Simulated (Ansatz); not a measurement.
A crystal in the diamond structure was computed with PBE in Ansatz (plane waves, PAW datasets (generated soft set 1); cutoff 420 eV), no spin polarisation, no spin–orbit coupling, Fermi–Dirac smearing of 0.061 eV, k-spacing 0.06 Å⁻¹. It has a₀ = 11.471 Å and B₀ = 0.7 GPa.

**Question.** Which is it?
A. Mn
B. Ca
C. Cs
D. Fe
E. B

**Answer.** C. The five: Cs 11.471 Å, 0.7 GPa; Mn 4.952 Å, 146 GPa; B 4.051 Å, 177 GPa; Ca 8.617 Å, 4.1 GPa; Fe 4.874 Å, 156 GPa.

Model structures, not the usual forms at ambient conditions (metastable or hypothetical): Cs, Mn, B, Ca, Fe. Spin polarisation is left out, and a magnetic state may lie lower for Mn, Fe.
